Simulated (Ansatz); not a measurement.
# InP (F-43m) in Ansatz: further runs

The runs below take InP through single point, equation of state, with PBEsol, LDA.

All numbers are computed with Ansatz 0.2.0; they aren't measurements. Logs are shortened: lines on timing, memory, paths and dates and some standing lists are left out, and cuts for length are marked.

**The experiment to reproduce.**

A printed reference work, data compilation reports, for a bulk crystal of InP: bulk modulus 71 GPa.

The results are compared with them further down.

### 1 Starting point

Symmetry: F-43m, No. 216, cubic system. The conventional cell has a = 5.861 Å, b = 5.861 Å, c = 5.861 Å, α = 90.00°, β = 90.00°, γ = 90.00°. Around In (site symmetry -43m) lie 4 P at 2.54 Å. P (site symmetry -43m) has 4 In at 2.54 Å as nearest neighbours.

### 2 Single point, PBEsol, 23.66 Å³/atom (volume scaled by 0.94)

input.yaml reads:

```yaml
crystal:
  lattice:
    - [0.0, 2.8706770916, 2.8706770916]
    - [2.8706770916, 0.0, 2.8706770916]
    - [2.8706770916, 2.8706770916, 0.0]
  atoms:
    - { symbol: In, position: [0.0, 0.0, 0.0] }
    - { symbol: P, position: [0.75, 0.75, 0.75] }
kpoints:
  mp_grid: { grid: [8, 8, 8] }
scf:
  occupations: { method: fermi_dirac, width: 0.05 }
hamiltonian:
  xc: pbesol
  pseudopotentials: { kind: all_electron, lapw: { basis_error: 0.0005 } }
output:
  forces: true
  stress: true
  eigenvalues: true
```

Potentials or basis: all-electron LAPW, scalar-relativistic.

Run with:

```bash
> ansatz run input.yaml --threads 1 --pin off --max-ram 3072MiB --backend cpu --events-out ev --progress --plain --runs-dir out
```

The log of the run:

```text
Warning: RAYON_NUM_THREADS=1 ignored (pool sized by the plan → 1); use --threads N
LAPW: plane waves up to 8.590 Å⁻¹, error target 5.0e-4 eV per atom; small_component_spin mean_spin; P in spheres of 1.092 Å, 13 of its electrons in bands, Dirac shells []; In in spheres of 1.394 Å, 21 of its electrons in bands, Dirac shells [] (how accurate: hamiltonian.pseudopotentials.lapw.basis_error, Limitations)
Engine: ansatz 0.2.0, x86_64-unknown-linux-gnu
Pseudopotentials: kind: all_electron
Pseudopotential: In, LAPW, valence charge 21, lapw/all_electron/scalar/gaussian/In, Koelling and Harmon's equation, gaussian nucleus
Pseudopotential: P, LAPW, valence charge 13, lapw/all_electron/scalar/gaussian/P, Koelling and Harmon's equation, gaussian nucleus
Functional definition: PBEsol
  exchange = pbesol_x
  correlation = pbesol_c
Crystal: 2 atoms, lattice volume = 47.313 Å³
Basis set: ecut = 281.12654076734555 eV, 531 PW (Γ), exchange–correlation at level 2
Bands: 21, of which v1, the nominal top of the filled ones, is band 17 counted from 1 (16 counted from 0)
Symmetry: 24 space group operations
Space group: F-43m (ITA 216), of the structure as read, at distance tolerance 3.6e-5 Å
k-points: 29 of 512 (time reversal used)
Non-local potential: In, projectors of the file, none
Non-local potential: P, projectors of the file, none
Initial density: superposition of atomic densities (chi_scale 0.1, normalization cell, long waves kept (reshape's long-wave potential 0.00 eV rms))
Initial wavefunctions: plane waves of lowest kinetic energy (no species holds an atomic orbital)
Functional: x = pbesol(κ = 0.804, μ = 0.12345679012345678), c = pbesol(β = 0.046)
iter 1 solved again at ethr=3.43e-3 eV; its pass at ethr=1.00e-1 eV (dr2=1.17e0 eV) is discarded
SCF iter   1: F=—  HF=-169267.701026 eV  |F-HF|=—  |Δ(HF+E_count)|=         —  Δρ=3.75e-2  dr2=1.17e0  ethr=3.43e-3  ⟨swp⟩=2.0  Hψ=4151  notcnv=0
preconditioner: auto → none  [insulator: Δε(μ)=1.347 eV  Ē_g=14.452 eV  σ=0.050 eV  W_gap=1.00  n_scr=14 (ndim 8)  ℏωp=22.9 eV  f_vac=0.022  D(μ)=0.00/eV (n_scr^D=0)  ε∞_Penn≈3.5]
iter 2 solved again at ethr=1.71e-4 eV; its pass at ethr=3.43e-3 eV (dr2=5.82e-2 eV) is discarded
SCF iter   2: F=—  HF=-169267.299505 eV  |F-HF|=—  |Δ(HF+E_count)|=   4.02e-1  Δρ=1.23e-2  dr2=5.83e-2  ethr=1.71e-4  ⟨swp⟩=2.0  Hψ=3198  notcnv=0
SCF iter   3: F=—  HF=-169267.270904 eV  |F-HF|=—  |Δ(HF+E_count)|=         —  Δρ=5.90e-3  dr2=1.28e-2  ethr=1.71e-4  ⟨swp⟩=2.0  Hψ=1797  notcnv=0
the basis was enlarged: its passes take 428.4 KiB over the memory plan, 1 of 1 planned eigensolver slots
SCF iter   4: F=—  HF=-169267.268969 eV  |F-HF|=—  |Δ(HF+E_count)|=   1.93e-3  Δρ=1.43e-3  dr2=9.76e-4  ethr=3.76e-5  ⟨swp⟩=2.0  Hψ=1682  notcnv=0
SCF iter   5: F=—  HF=-169267.268437 eV  |F-HF|=—  |Δ(HF+E_count)|=   5.32e-4  Δρ=1.85e-4  dr2=1.37e-5  ethr=2.87e-6  ⟨swp⟩=2.0  Hψ=1682  notcnv=0
SCF iter   6: F=—  HF=-169267.268448 eV  |F-HF|=—  |Δ(HF+E_count)|=   1.04e-5  Δρ=3.13e-5  dr2=3.59e-7  ethr=4.03e-8  ⟨swp⟩=3.0  Hψ=1778  notcnv=0
SCF iter   7: F=-169267.268448 eV  HF=-169267.268448 eV  |F-HF|=1.54e-9  |Δ(HF+E_count)|=   5.96e-7  Δρ=2.28e-6  dr2=3.41e-9  ethr=1.06e-9  ⟨swp⟩=3.0  Hψ=1791  notcnv=0
SCF 1 converged in 7 iterations: F = -169267.268448 eV  dr2 = 3.41e-9
SCF converged after 7 iterations
Free energy (F): -169267.268448 eV
Harris-Foulkes:  -169267.268448 eV  (|F-HF|=1.54e-9)
Internal energy: -169267.268448 eV  (E = F + TS)
E sigma→0 (E₀):  -169267.268448 eV
Entropy (-TS):   -0.000001 eV (-0.000 meV/atom)
Fermi energy:    10.450585 eV
--- Per-component energies (eV) ---
  E_band       = -1555.962323
  E_kinetic    = 177227.119695
  E_xc         = -4896.311599
  E_electrostatic = -341598.076543  (all electrons and nuclei)
  E_smearing   = -0.000001  (= −TS)
  E_closure    = 0.000000  (closes the sum)
  E_atoms      = -169258.199424  (free atoms, spherical and without spin; not in F)
  Σ components = -169267.268448   (vs F -169267.268448, Δ=0.00e0)
  Basis errors (estimates in eV, not in F): energy 2.2e-4 per atom: plane waves 2.0e-4 (1.2e-4 summed), levels above the bands 1.1e-57, relativity 3.1e-9, radial functions 2.3e-5, core shells 1.5e-7; eigenvalues (radial functions only) 6.3e-7; not estimated: angular momenta, meshes, grids; target (lapw.basis_error) 5.0e-4; muffin-tin radii P 1.092 Å, In 1.394 Å
--- Forces (eV/Å), atoms counted from 1 ---
  atom   1  In     0.00000000    -0.00000000     0.00000000
  atom   2  P     -0.00000000     0.00000000    -0.00000000
  max |Σ_I F_I| component: 1.85e-17 eV/Å
--- Stress (GPa, compression-positive) ---
        5.550712      -0.000000      -0.000000
       -0.000000       5.550712       0.000000
       -0.000000       0.000000       5.550712
  P = ⅓ Tr σ = 5.5507 GPa (55.507 kbar)
--- Band table (eV; the first three rows and the last of 29) ---
  k-point 0: bands = ["-157.3593", "-108.0932", "-108.0932", "-108.0932", "-104.9502", "-63.4801", "-63.4801", "-63.4801", "-4.3605", "-4.3605", "-4.3605", "-4.1710", "-4.1710", "-2.0434", "9.9490", "9.9490", "9.9490", "10.8925", "13.9499", "13.9499", "13.9499"]
  k-point 1: bands = ["-157.3593", "-108.0932", "-108.0932", "-108.0932", "-104.9502", "-63.4801", "-63.4801", "-63.4801", "-4.3861", "-4.3511", "-4.3511", "-4.1710", "-4.1710", "-1.8442", "8.3771", "9.7380", "9.7380", "11.7671", "14.1538", "14.2536", "14.2536"]
  k-point 2: bands = ["-157.3593", "-108.0932", "-108.0932", "-108.0932", "-104.9502", "-63.4802", "-63.4801", "-63.4801", "-4.4431", "-4.3314", "-4.3314", "-4.1680", "-4.1680", "-1.2872", "6.3345", "9.3244", "9.3244", "11.8224", "14.6980", "14.6980", "15.3438"]
  k-point 28: bands = ["-157.3593", "-108.0932", "-108.0932", "-108.0932", "-104.9502", "-63.4803", "-63.4803", "-63.4802", "-4.5512", "-4.2855", "-4.2416", "-4.1982", "-4.1528", "0.7651", "4.0224", "6.6781", "6.6912", "14.1425", "14.5309", "15.5646", "16.0124"]
```

It took 30 s on 1 thread of Intel Xeon at 2.50GHz (Skylake/Cascade Lake), shared host; peak memory 0.32 GiB.

What came out:

```
Free energy            : -169267.2684 eV
Pressure               : 5.6 GPa
Band gap on the k mesh : 0.94 eV, direct
```

Caveat: spin-orbit coupling is left out, which moves the levels of the heavy elements.

### 3 Single point, PBEsol, 24.16 Å³/atom (volume scaled by 0.96)

input.yaml: that of step 2 with these lines changed.

```diff
@@ -2,5 +2,5 @@
   lattice:
-    - [0.0, 2.8706770916, 2.8706770916]
-    - [2.8706770916, 0.0, 2.8706770916]
-    - [2.8706770916, 2.8706770916, 0.0]
+    - [0.0, 2.8908937935, 2.8908937935]
+    - [2.8908937935, 0.0, 2.8908937935]
+    - [2.8908937935, 2.8908937935, 0.0]
   atoms:
```

Potentials or basis: all-electron LAPW, scalar-relativistic.

Run with:

```bash
> ansatz run input.yaml --threads 1 --pin off --max-ram 3072MiB --backend cpu --events-out ev --progress --plain --runs-dir out
```

It took 29 s on 1 thread of Intel Xeon at 2.50GHz (Skylake/Cascade Lake), shared host; peak memory 0.31 GiB.

The run converged. Its results:

* Free energy: -169267.2974 eV
* Pressure: 3.7 GPa
* Band gap on the k mesh: 0.83 eV, direct

Caveat: spin-orbit coupling is left out, which moves the levels of the heavy elements.

### 4 Single point, PBEsol, 24.66 Å³/atom (volume scaled by 0.98)

input.yaml: that of step 3 with these lines changed.

```diff
@@ -2,5 +2,5 @@
   lattice:
-    - [0.0, 2.8908937935, 2.8908937935]
-    - [2.8908937935, 0.0, 2.8908937935]
-    - [2.8908937935, 2.8908937935, 0.0]
+    - [0.0, 2.9108316221, 2.9108316221]
+    - [2.9108316221, 0.0, 2.9108316221]
+    - [2.9108316221, 2.9108316221, 0.0]
   atoms:
```

Run with:

```bash
> ansatz run input.yaml --threads 1 --pin off --max-ram 3072MiB --backend cpu --events-out ev --progress --plain --runs-dir out
```

It took 29 s on 1 thread of Intel Xeon at 2.50GHz (Skylake/Cascade Lake), shared host; peak memory 0.31 GiB.

Results (log left out):

* Free energy: -169267.3155 eV
* Pressure: 2.1 GPa
* Band gap on the k mesh: 0.72 eV, direct

Caveat: spin-orbit coupling is left out, which moves the levels of the heavy elements.

### 5 Single point, PBEsol, 25.17 Å³/atom

input.yaml: that of step 4 with these lines changed.

```diff
@@ -2,5 +2,5 @@
   lattice:
-    - [0.0, 2.9108316221, 2.9108316221]
-    - [2.9108316221, 0.0, 2.9108316221]
-    - [2.9108316221, 2.9108316221, 0.0]
+    - [0.0, 2.9305, 2.9305]
+    - [2.9305, 0.0, 2.9305]
+    - [2.9305, 2.9305, 0.0]
   atoms:
```

Run with:

```bash
> ansatz run input.yaml --threads 1 --pin off --max-ram 3072MiB --backend cpu --events-out ev --progress --plain --runs-dir out
```

It took 32 s on 1 thread of Intel Xeon at 2.50GHz (Skylake/Cascade Lake), shared host; peak memory 0.31 GiB.

Results (log left out):

* Free energy: -169267.3238 eV
* Pressure: 0.6 GPa
* Band gap on the k mesh: 0.61 eV, direct

Caveat: spin-orbit coupling is left out, which moves the levels of the heavy elements.

### 6 Single point, PBEsol, 25.67 Å³/atom (volume scaled by 1.02)

input.yaml: that of step 5 with these lines changed.

```diff
@@ -2,5 +2,5 @@
   lattice:
-    - [0.0, 2.9305, 2.9305]
-    - [2.9305, 0.0, 2.9305]
-    - [2.9305, 2.9305, 0.0]
+    - [0.0, 2.9499078504, 2.9499078504]
+    - [2.9499078504, 0.0, 2.9499078504]
+    - [2.9499078504, 2.9499078504, 0.0]
   atoms:
```

Potentials or basis: all-electron LAPW, scalar-relativistic.

Run with:

```bash
> ansatz run input.yaml --threads 1 --pin off --max-ram 3072MiB --backend cpu --events-out ev --progress --plain --runs-dir out
```

It took 28 s on 1 thread of Intel Xeon at 2.50GHz (Skylake/Cascade Lake), shared host; peak memory 0.31 GiB.

It converged, with:

```
Free energy            : -169267.3233 eV
Pressure               : -0.7 GPa
Band gap on the k mesh : 0.51 eV, direct
```

Caveat: spin-orbit coupling is left out, which moves the levels of the heavy elements.

### 7 Single point, PBEsol, 26.17 Å³/atom (volume scaled by 1.04)

input.yaml: that of step 6 with these lines changed.

```diff
@@ -2,5 +2,5 @@
   lattice:
-    - [0.0, 2.9499078504, 2.9499078504]
-    - [2.9499078504, 0.0, 2.9499078504]
-    - [2.9499078504, 2.9499078504, 0.0]
+    - [0.0, 2.9690636329, 2.9690636329]
+    - [2.9690636329, 0.0, 2.9690636329]
+    - [2.9690636329, 2.9690636329, 0.0]
   atoms:
```

Run with:

```bash
> ansatz run input.yaml --threads 1 --pin off --max-ram 3072MiB --backend cpu --events-out ev --progress --plain --runs-dir out
```

It took 31 s on 1 thread of Intel Xeon at 2.50GHz (Skylake/Cascade Lake), shared host; peak memory 0.31 GiB.

The run converged. Its results:

```
Free energy            : -169267.3150 eV
Pressure               : -1.9 GPa
Band gap on the k mesh : 0.40 eV, direct
```

Caveat: spin-orbit coupling is left out, which moves the levels of the heavy elements.

### 8 Single point, PBEsol, 26.68 Å³/atom (volume scaled by 1.06)

input.yaml: that of step 7 with these lines changed.

```diff
@@ -2,5 +2,5 @@
   lattice:
-    - [0.0, 2.9690636329, 2.9690636329]
-    - [2.9690636329, 0.0, 2.9690636329]
-    - [2.9690636329, 2.9690636329, 0.0]
+    - [0.0, 2.9879753761, 2.9879753761]
+    - [2.9879753761, 0.0, 2.9879753761]
+    - [2.9879753761, 2.9879753761, 0.0]
   atoms:
```

Run with:

```bash
> ansatz run input.yaml --threads 1 --pin off --max-ram 3072MiB --backend cpu --events-out ev --progress --plain --runs-dir out
```

It took 28 s on 1 thread of Intel Xeon at 2.50GHz (Skylake/Cascade Lake), shared host; peak memory 0.31 GiB.

Results (log left out):

- Free energy: -169267.2997 eV
- Pressure: -2.9 GPa
- Band gap on the k mesh: 0.30 eV, direct

Caveat: spin-orbit coupling is left out, which moves the levels of the heavy elements.

### 9 Single point, LDA, 23.66 Å³/atom (volume scaled by 0.94)

input.yaml reads:

```yaml
crystal:
  lattice:
    - [0.0, 2.8706770916, 2.8706770916]
    - [2.8706770916, 0.0, 2.8706770916]
    - [2.8706770916, 2.8706770916, 0.0]
  atoms:
    - { symbol: In, position: [0.0, 0.0, 0.0] }
    - { symbol: P, position: [0.75, 0.75, 0.75] }
kpoints:
  mp_grid: { grid: [8, 8, 8] }
scf:
  occupations: { method: fermi_dirac, width: 0.05 }
hamiltonian:
  xc: lda
  pseudopotentials: { kind: all_electron, lapw: { basis_error: 0.001 } }
output:
  forces: true
  stress: true
  eigenvalues: true
```

Potentials or basis: all-electron LAPW, scalar-relativistic.

Run with:

```bash
> ansatz run input.yaml --threads 1 --pin off --max-ram 3072MiB --backend cpu --events-out ev --progress --plain --runs-dir out
```

It took 26 s on 1 thread of Intel Xeon at 2.50GHz (Skylake/Cascade Lake), shared host; peak memory 0.29 GiB.

It converged, with:

```yaml
Free_energy: -169185.1951 eV
Pressure: 3.5 GPa
Band_gap_on_the_k_mesh: 0.81 eV, direct
```

Caveat: spin-orbit coupling is left out, which moves the levels of the heavy elements.

### 10 Single point, LDA, 24.16 Å³/atom (volume scaled by 0.96)

input.yaml: that of step 9 with these lines changed.

```diff
@@ -2,5 +2,5 @@
   lattice:
-    - [0.0, 2.8706770916, 2.8706770916]
-    - [2.8706770916, 0.0, 2.8706770916]
-    - [2.8706770916, 2.8706770916, 0.0]
+    - [0.0, 2.8908937935, 2.8908937935]
+    - [2.8908937935, 0.0, 2.8908937935]
+    - [2.8908937935, 2.8908937935, 0.0]
   atoms:
```

Run with:

```bash
> ansatz run input.yaml --threads 1 --pin off --max-ram 3072MiB --backend cpu --events-out ev --progress --plain --runs-dir out
```

Wall time 25 s (1 thread of Intel Xeon at 2.50GHz (Skylake/Cascade Lake), shared host); peak memory 0.29 GiB.

The run converged. Its results:

| Property | Result |
| --- | --- |
| Free energy | -169185.2115 eV |
| Pressure | 1.7 GPa |
| Band gap on the k mesh | 0.70 eV, direct |

Caveat: spin-orbit coupling is left out, which moves the levels of the heavy elements.

### 11 Single point, LDA, 24.66 Å³/atom (volume scaled by 0.98)

input.yaml: that of step 10 with these lines changed.

```diff
@@ -2,5 +2,5 @@
   lattice:
-    - [0.0, 2.8908937935, 2.8908937935]
-    - [2.8908937935, 0.0, 2.8908937935]
-    - [2.8908937935, 2.8908937935, 0.0]
+    - [0.0, 2.9108316221, 2.9108316221]
+    - [2.9108316221, 0.0, 2.9108316221]
+    - [2.9108316221, 2.9108316221, 0.0]
   atoms:
```

Run with:

```bash
> ansatz run input.yaml --threads 1 --pin off --max-ram 3072MiB --backend cpu --events-out ev --progress --plain --runs-dir out
```

It took 24 s on 1 thread of Intel Xeon at 2.50GHz (Skylake/Cascade Lake), shared host; peak memory 0.29 GiB.

Results (log left out):

| Quantity | Value |
| --- | --- |
| Free energy | -169185.2174 eV |
| Pressure | 0.2 GPa |
| Band gap on the k mesh | 0.59 eV, direct |

Caveat: spin-orbit coupling is left out, which moves the levels of the heavy elements.

### 12 Single point, LDA, 25.17 Å³/atom

input.yaml: that of step 11 with these lines changed.

```diff
@@ -2,5 +2,5 @@
   lattice:
-    - [0.0, 2.9108316221, 2.9108316221]
-    - [2.9108316221, 0.0, 2.9108316221]
-    - [2.9108316221, 2.9108316221, 0.0]
+    - [0.0, 2.9305, 2.9305]
+    - [2.9305, 0.0, 2.9305]
+    - [2.9305, 2.9305, 0.0]
   atoms:
```

Potentials or basis: all-electron LAPW, scalar-relativistic.

Run with:

```bash
> ansatz run input.yaml --threads 1 --pin off --max-ram 3072MiB --backend cpu --events-out ev --progress --plain --runs-dir out
```

Wall time 23 s (1 thread of Intel Xeon at 2.50GHz (Skylake/Cascade Lake), shared host); peak memory 0.29 GiB.

It converged, with:

| Quantity | Value |
| --- | --- |
| Free energy | -169185.2141 eV |
| Pressure | -1.2 GPa |
| Band gap on the k mesh | 0.48 eV, direct |

Caveat: spin-orbit coupling is left out, which moves the levels of the heavy elements.

### 13 Single point, LDA, 25.67 Å³/atom (volume scaled by 1.02)

input.yaml: that of step 12 with these lines changed.

```diff
@@ -2,5 +2,5 @@
   lattice:
-    - [0.0, 2.9305, 2.9305]
-    - [2.9305, 0.0, 2.9305]
-    - [2.9305, 2.9305, 0.0]
+    - [0.0, 2.9499078504, 2.9499078504]
+    - [2.9499078504, 0.0, 2.9499078504]
+    - [2.9499078504, 2.9499078504, 0.0]
   atoms:
```

Run with:

```bash
> ansatz run input.yaml --threads 1 --pin off --max-ram 3072MiB --backend cpu --events-out ev --progress --plain --runs-dir out
```

Wall time 24 s (1 thread of Intel Xeon at 2.50GHz (Skylake/Cascade Lake), shared host); peak memory 0.29 GiB.

It converged, with:

| Item | Value |
| --- | --- |
| Free energy | -169185.2026 eV |
| Pressure | -2.4 GPa |
| Band gap on the k mesh | 0.37 eV, direct |

Caveat: spin-orbit coupling is left out, which moves the levels of the heavy elements.

### 14 Single point, LDA, 26.17 Å³/atom (volume scaled by 1.04)

input.yaml: that of step 13 with these lines changed.

```diff
@@ -2,5 +2,5 @@
   lattice:
-    - [0.0, 2.9499078504, 2.9499078504]
-    - [2.9499078504, 0.0, 2.9499078504]
-    - [2.9499078504, 2.9499078504, 0.0]
+    - [0.0, 2.9690636329, 2.9690636329]
+    - [2.9690636329, 0.0, 2.9690636329]
+    - [2.9690636329, 2.9690636329, 0.0]
   atoms:
```

Run with:

```bash
> ansatz run input.yaml --threads 1 --pin off --max-ram 3072MiB --backend cpu --events-out ev --progress --plain --runs-dir out
```

Run time: 24 s. Hardware: 1 thread of Intel Xeon at 2.50GHz (Skylake/Cascade Lake), shared host; peak memory 0.28 GiB.

It converged, with:

| Item | Value |
| --- | --- |
| Free energy | -169185.1837 eV |
| Pressure | -3.5 GPa |
| Band gap on the k mesh | 0.27 eV, direct |

Caveat: spin-orbit coupling is left out, which moves the levels of the heavy elements.

### 15 Single point, LDA, 26.68 Å³/atom (volume scaled by 1.06)

input.yaml: that of step 14 with these lines changed.

```diff
@@ -2,5 +2,5 @@
   lattice:
-    - [0.0, 2.9690636329, 2.9690636329]
-    - [2.9690636329, 0.0, 2.9690636329]
-    - [2.9690636329, 2.9690636329, 0.0]
+    - [0.0, 2.9879753761, 2.9879753761]
+    - [2.9879753761, 0.0, 2.9879753761]
+    - [2.9879753761, 2.9879753761, 0.0]
   atoms:
```

Potentials or basis: all-electron LAPW, scalar-relativistic.

Run with:

```bash
> ansatz run input.yaml --threads 1 --pin off --max-ram 3072MiB --backend cpu --events-out ev --progress --plain --runs-dir out
```

It took 24 s on 1 thread of Intel Xeon at 2.50GHz (Skylake/Cascade Lake), shared host; peak memory 0.28 GiB.

The run converged. Its results:

* Free energy: -169185.1584 eV
* Pressure: -4.5 GPa
* Band gap on the k mesh: 0.16 eV, direct

Caveat: spin-orbit coupling is left out, which moves the levels of the heavy elements.

### 16 Equation of state, LDA

No new run: the results of the series are fitted here.

What came out:

```
Equilibrium volume                      : 24.73 Å³/atom
Bulk modulus                            : 71 GPa
Pressure derivative of the bulk modulus : 4.8
```

Energy against volume, from the lowest point:
```csv
volume (Å³/atom),energy (meV/atom)
23.657,11.16
24.160,2.98
24.663,0.00
25.167,1.65
25.670,7.41
26.173,16.85
26.677,29.52
```

### 17 Against experiment

Step 16. A measured bulk modulus of InP is 71 GPa (a printed reference work, data compilation); the calculated 71 GPa misses it by +0.4 %. The fit is for a static lattice scaled at fixed shape and fixed fractional positions.
